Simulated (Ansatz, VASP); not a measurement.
Two plane-wave programs on KI

```
K I
1.0
     0.00000    3.96589    3.96589
     3.96589    0.00000    3.96589
     3.96589    3.96589    0.00000
K I
1 1
Direct
  0.00000 0.00000 0.00000
  0.25000 0.25000 0.25000
```

Alike in both runs: task single point; functional PBE; k mesh 4 × 4 × 4; no spin polarisation.

|  | VASP | Ansatz |
| --- | --- | --- |
| version | VASP 6.6.1 | Ansatz 0.2.0 |
| potentials or method | VASP PAW PBE potentials, release 64 (K_sv, I) | plane waves |
| plane-wave cutoff (eV) | 520 | 420 |
| occupations | methfessel-paxton of order 1, width 0.05 eV | cold, width 0.05 eV |
| valence electrons in the cell | 16 | 26 |

|  | VASP | Ansatz | Ansatz less VASP |
| --- | --- | --- | --- |
| gap on the k mesh at the Fermi level (eV) | 3.93 | 3.93 | +0.003 |
| pressure (GPa) | 0.2 | 0.2 | -0.02 |

The two sets of potentials don't hold the same shells in valence.

Caveats: spin-orbit coupling is left out, which moves the levels of the heavy elements.
